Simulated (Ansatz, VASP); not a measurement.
# CaO (Lime) in two plane-wave programs

Wanted: the spread between two codes on one cell, functional and k mesh. The cell is taken from a series of runs on this material, whose earlier steps may have relaxed, scaled, displaced or heated it; both programs get it as it stands.

Program: Ansatz 0.2.0. Level of theory: plane waves, with VASP 6.6.1 beside it; zone-centre phonons at LDA. Results are calculated unless marked as measured.

### 1. The structure

Symmetry: R-3m, No. 166, trigonal system. The conventional cell has a = 3.395 Å, b = 3.395 Å, c = 8.048 Å, α = 90.00°, β = 90.00°, γ = 120.00°. Nearest to O lie 6 Ca at 2.38 Å. Nearest to Ca lie 6 O at 2.38 Å. Farther neighbours and most contacts between anions are not listed.

### 2. Ansatz: zone-centre phonons, LDA, pair 1

Ansatz runs on its PAW soft_1 files.

Second derivatives magnify differences that forces hide, and they need a tight electronic threshold.

File input.yaml:

```yaml
crystal:
  lattice:
    - [-0.0516220758, 2.3491320873, 2.3491320873]
    - [2.3491320873, -0.0516220758, 2.3491320873]
    - [2.3491320873, 2.3491320873, -0.0516220758]
  atoms:
    - { symbol: O, position: [0.5, 0.5, 0.5] }
    - { symbol: Ca, position: [0.0, 0.0, 0.0] }
kpoints:
  mp_grid: { grid: [8, 8, 8] }
hamiltonian:
  xc: lda
  pseudopotentials: { kind: paw, azcp: { folder: soft_1 }, xc_functional: pbe }
scf:
  occupations: { method: fixed }
output:
  eigenvalues: true
phonons:
  method: dfpt
  dielectric: true
  rigid_motions: translations
```

Started as:

```sh
> ansatz run input.yaml --threads 4 --pin off --max-ram 10240MiB --backend cpu --events-out ev --progress --plain --runs-dir out
```

Numbers of over 12 decimals in the logs are rounded to 6 here.

The program printed:

```text
Engine: ansatz 0.2.0, x86_64-unknown-linux-gnu
Pseudopotentials: kind: paw
Pseudopotential: O, paw, valence charge 6, recommended cutoff 420 eV (normal), soft_1/O.paw.azcp
Pseudopotential: Ca, paw, valence charge 10, recommended cutoff 420 eV (normal), soft_1/Ca.paw.azcp
Functional definition: SPW92
  exchange = slater_x
  correlation = pw_c
Crystal: 2 atoms, lattice volume = 26.781 Å³
Basis set: ecut = 420 eV, 531 PW (Γ), exchange–correlation on 48×48×48 points (8 copies of the dense FFT grid, shifted against one another)
Bands: 12, of which v1, the nominal top of the filled ones, is band 8 counted from 1 (7 counted from 0)
Symmetry: 12 space group operations
k-points: 150 of 512 (irreducible under 2 space group operations, time reversal used)
Non-local potential: O, projectors of the file, l = 0: 2, l = 1: 2, l = 2: 1
Non-local potential: Ca, projectors of the file, l = 0: 3, l = 1: 2, l = 2: 2
PAW form: soft (Blöchl's): semilocal exchange-correlation on the pseudo side does not see the compensation charge
PAW frozen core: O, regenerated for the run's functional, and the local potential with it (the file was generated under x = pbe(κ = 0.804, μ = 0.219515), c = pbe(β = 0.066725))
PAW frozen core: Ca, regenerated for the run's functional, and the local potential with it (the file was generated under x = pbe(κ = 0.804, μ = 0.219515), c = pbe(β = 0.066725))
PAW one-centre angular grid: O, 110 points (default); XC on 64 Gauss nodes
PAW one-centre angular grid: Ca, 110 points (default); XC on 64 Gauss nodes
Initial density: superposition of atomic densities (chi_scale 0.1, normalization cell, long waves kept (reshape's long-wave potential 0.00 eV rms))
Initial wavefunctions: pseudopotential atomic-orbital guess
Functional: x = slater, c = lda
SCF iter   1: F=—  HF=-2332.372735 eV  |F-HF|=—  |Δ(HF+E_count)|=         —  Δρ=1.13e-1  dr2=3.09e0  ethr=3.10e-3  ⟨swp⟩=4.1  Hψ=10585  notcnv=0  defer=12
preconditioner: auto → none  [insulator: Δε(μ)=1.717 eV  Ē_g=17.542 eV  n_scr=8 (ndim 8)  ℏωp=26.8 eV  f_vac=0.000  ε∞_Penn≈3.3]
SCF iter   2: F=—  HF=-2332.228695 eV  |F-HF|=—  |Δ(HF+E_count)|=   1.44e-1  Δρ=1.03e-1  dr2=2.61e0  ethr=3.10e-3  ⟨swp⟩=3.0  Hψ=5089  notcnv=0  defer=264
SCF iter   3: F=—  HF=-2331.623191 eV  |F-HF|=—  |Δ(HF+E_count)|=   6.06e-1  Δρ=1.58e-2  dr2=6.09e-2  ethr=3.10e-3  ⟨swp⟩=2.9  Hψ=3171  notcnv=0  defer=121
SCF iter   4: F=—  HF=-2331.630728 eV  |F-HF|=—  |Δ(HF+E_count)|=   7.54e-3  Δρ=4.99e-3  dr2=4.32e-3  ethr=3.81e-4  ⟨swp⟩=2.2  Hψ=3262  notcnv=0  defer=287
SCF iter   5: F=—  HF=-2331.631552 eV  |F-HF|=—  |Δ(HF+E_count)|=   8.24e-4  Δρ=8.03e-4  dr2=1.11e-4  ethr=2.70e-5  ⟨swp⟩=2.4  Hψ=2655  notcnv=0  defer=296
SCF iter   6: F=—  HF=-2331.631534 eV  |F-HF|=—  |Δ(HF+E_count)|=   1.81e-5  Δρ=5.26e-5  dr2=3.34e-7  ethr=6.94e-7  ⟨swp⟩=2.5  Hψ=2949  notcnv=0  defer=278
SCF iter   7: F=—  HF=-2331.631536 eV  |F-HF|=—  |Δ(HF+E_count)|=   1.97e-6  Δρ=5.29e-6  dr2=5.40e-9  ethr=2.08e-9  ⟨swp⟩=2.5  Hψ=2520  notcnv=0  defer=22
SCF iter   8: F=—  HF=-2331.631536 eV  |F-HF|=—  |Δ(HF+E_count)|=  4.63e-10  Δρ=8.11e-7  dr2=1.26e-10  ethr=3.38e-11  ⟨swp⟩=2.1  Hψ=2931  notcnv=0  defer=22
SCF iter   9: F=-2331.631536 eV  HF=-2331.631536 eV  |F-HF|=0.00e0  |Δ(HF+E_count)|=  2.96e-11  Δρ=5.41e-8  dr2=9.08e-13  ethr=1.00e-12  ⟨swp⟩=7.3  Hψ=11059  notcnv=0
SCF 1 converged in 9 iterations: F = -2331.631536 eV  dr2 = 9.08e-13
  greatest PAW one-centre occupation: 0.996 electrons in one spin orbital (limit 2), on the Ca atom at site 1 (counted from 0), in its partial waves of l = 0
NSCF: frozen V_eff on 5 k-points
DFPT response loops at Γ: preconditioner auto → none (the input reference at scf.mixing.eps_inf says where Resta's filter doesn't serve); β = 0.50; Broyden in place of MSR1
── the response to a field inside a basis, on 8×8×8 k-points: an SCF that follows is theirs, and a resumed run solves both again ──
Bands: 9, of which v1, the nominal top of the filled ones, is band 8 counted from 1 (7 counted from 0)
k-points: 60 of 512
Initial density: handed on by an earlier stage of this run
Initial wavefunctions: pseudopotential atomic-orbital guess (no wavefunctions were taken with the density)
Eigensolver: Dense (60 Hₖ)
SCF iter   1: F=—  HF=-2331.633432 eV  |F-HF|=—  |Δ(HF+E_count)|=         —  Δρ=5.99e-4  dr2=1.38e-5  ethr=1.00e-1
preconditioner: auto → none  [insulator: Δε(μ)=3.701 eV  Ē_g=16.110 eV  n_scr=8 (ndim 8)  ℏωp=26.8 eV  f_vac=0.000  ε∞_Penn≈3.8]
SCF iter   2: F=—  HF=-2331.633430 eV  |F-HF|=—  |Δ(HF+E_count)|=   1.97e-6  Δρ=2.74e-4  dr2=6.33e-6  ethr=8.65e-8
SCF iter   3: F=—  HF=-2331.633430 eV  |F-HF|=—  |Δ(HF+E_count)|=   4.16e-8  Δρ=1.79e-4  dr2=3.87e-6  ethr=3.96e-8
SCF iter   4: F=-2331.633429 eV  HF=-2331.633429 eV  |F-HF|=1.23e-9  |Δ(HF+E_count)|=   8.45e-7  Δρ=1.38e-5  dr2=1.46e-8  ethr=2.42e-8
SCF 1 converged in 4 iterations: F = -2331.633429 eV  dr2 = 1.46e-8
DFPT response loops at Γ: mixed as the last ones told, above
SCF converged after 9 iterations
Free energy (F): -2331.631536 eV
Harris-Foulkes:  -2331.631536 eV  (|F-HF|=0.00e0)
Internal energy: -2331.631536 eV  (E = F + TS)
E sigma→0 (E₀):  -2331.631536 eV
Fermi energy:    7.773189 eV
--- Per-component energies (eV) ---
  E_band       = -97.036400
  E_kinetic    = 424.252106
  E_local      = -874.117319  (includes V_loc(G=0)·N_el)
  E_nonlocal   = 147.804467
  E_hartree    = 286.788471
  E_xc         = -198.657293
  E_vxc        = -251.139089  (∫ρ·V_xc dr)
  E_paw        = -974.503537  (= ΣΔE_a)
  E_vpaw       = -117.414276  (= ΣTr[D̂ρ^β])
  E_aug_tail   = 0.000785  (compensation charges beyond the density's cutoff)
  E_ewald      = -1143.579304
  E_core_change = 0.380088  (= ΣΔE_core)
  E_smearing   = -0.000000  (= −TS)
  E_closure    = -0.000000  (closes the sum)
  Σ components = -2331.631536   (vs F -2331.631536, Δ=0.00e0)
--- Band table (eV; the first three rows and the last of 150) ---
  k-point 0: bands = [... 4 lower, -7.5767, 7.6677, 7.6677, 7.7732, 12.5430, 13.7788, 13.7788, 14.1667]
  k-point 1: bands = [... 4 lower, -7.3067, 7.1202, 7.4377, 7.5456, 13.2280, 13.7919, 14.0539, 14.4102]
  k-point 2: bands = [... 4 lower, -6.7796, 6.0734, 6.9489, 7.0833, 13.9313, 14.6334, 14.7708, 15.1562]
  k-point 149: bands = [... 4 lower, -6.2010, 4.9215, 6.2933, 6.2933, 14.8933, 16.2735, 16.3266, 16.3266]
--- Phonons (Γ-DFPT): 2 representative perturbations + reference, on 150 of 512 k-points (Σ response iterations 7) ---
  k mesh reduced under 2 symmetry operations, with k and −k counted as one. Each operation leaves every solved perturbation unchanged. A smaller set is not considered because the run solves the response to a homogeneous field
  ASR residual: 1.422e-5 → 0.000e0 eV/Å²; symmetrization residual: 1.842e-7 eV/Å²
  ASR residual per site (eV/Å²): 1.37e-5 1.42e-5
  Γ frequencies (cm⁻¹): 0.00 0.00 0.00 267.31 271.22 271.22
  ε∞ (high-frequency dielectric tensor):
        3.868909    -0.018172    -0.018172
       -0.018172     3.868909    -0.018172
       -0.018172    -0.018172     3.868909
  ε⁰ (static dielectric tensor: ions relaxed, cell fixed):
       16.206941    -0.066646    -0.066646
       -0.066646    16.206941    -0.066646
       -0.066646    -0.066646    16.206941
  ε⁰ − ε∞ (ionic part):
       12.338032    -0.048474    -0.048474
       -0.048474    12.338032    -0.048474
       -0.048474    -0.048474    12.338032
  softest optical mode at Γ: 267.31 cm⁻¹; the repairs (sum rule, projections) moved no ω² at Γ by more than (0.55 cm⁻¹)²
  Born effective charges Z* (e; rows j = field, columns β = displacement):
    site 0:
        -2.36521    0.01603    0.01603
         0.01603   -2.36521    0.01603
         0.01603    0.01603   -2.36521
    site 1:
         2.36521   -0.01603   -0.01603
        -0.01603    2.36521   -0.01603
        -0.01603   -0.01603    2.36521
  Z* charge neutrality: 7.154e-4 e pre-enforcement
  solved inside a basis spanned on kpoints, on 8×8×8 k-points, its susceptibility summed on 12×12×12: ε∞ is read to err by 8.9e-3, Z* by 1.1e-2 e (field_mesh: kpoints solves on kpoints); Z* is corrected for what the basis lacks
  optical modes at Γ without the LO–TO term, one row a degenerate level:
      ω (cm⁻¹)  modes    IR ((D/Å)²/amu)
        267.31      1            10.9832
        271.22      2            22.8816
  optical modes at Γ + LO–TO along q̂ = [1.0000, 0.0000, 0.0000]:
      ω (cm⁻¹)  modes    IR ((D/Å)²/amu)
        268.58      1            11.1298
        271.22      1            11.4408
        552.49      1            11.2942
  optical modes at Γ + LO–TO along q̂ = [0.0000, 1.0000, 0.0000]:
      ω (cm⁻¹)  modes    IR ((D/Å)²/amu)
        268.58      1            11.1298
        271.22      1            11.4408
        552.49      1            11.2942
  optical modes at Γ + LO–TO along q̂ = [0.0000, 0.0000, 1.0000]:
      ω (cm⁻¹)  modes    IR ((D/Å)²/amu)
        268.58      1            11.1298
        271.22      1            11.4408
        552.49      1            11.2942
```

In the SCF lines HF is the Harris–Foulkes energy and dr2 the Hartree energy of the density residual, in eV; the loop may stop once dr2 is under the threshold and the program's other checks hold. Hψ counts applications of the Hamiltonian.

(Part 1 of 3 ends here.)

[Lines on the potential files, build, host, timing and source positions are cut from VASP's logs without a mark.]

[Logs are printed without paths, hosts, clocks, repeated set-up lines and the standing remarks that a program may print on its own settings, such as how far it seeks lower states.]

[Hosts, paths, dates, database ids (printed as entryN), source tags and the programs' standing remarks are cut or masked in the printed files.]
